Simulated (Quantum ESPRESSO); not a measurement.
Runs of Quantum ESPRESSO 7.5 on ZrS2. The cell holds a slab with vacuum, 6 atoms: a = 3.630 Å, b = 3.630 Å, c = 23.766 Å, α = 90.00°, β = 90.00°, γ = 120.00°. 

```csv
potentials or basis,cutoff (eV),gap on the mesh (eV),largest force (eV/Å)
SPMS 1.0 PBE,803,(a),0.23
JTH 2.0 PBE,612,0.99,0.18
SG15 PBE 1.2,898,1.00,0.21
PseudoDojo 0.5 SR PBE stringent,1225,0.99,0.20
PseudoDojo 0.4.1 SR PBE standard,898,0.99,0.20
PseudoDojo 0.5 SR PBE standard,1225,0.99,0.20
PseudoDojo 0.4 SR PBE stringent,1225,0.99,0.20
GBRV 1.5 PBE,612,1.00,0.18
```

Alike in all rows: task work function; level PBE; no spin polarisation; cell as given; k mesh 8 × 8 × 1; smearing fermi-dirac 0.05 eV.

Q: Estimate the missing entries.

A: (a) 0.98.

Caveats: ionisation potential and electron affinity come from Kohn-Sham levels, which understate the gap.

A k mesh can miss the band edges, and the runs leave out spin-orbit coupling on Zr.
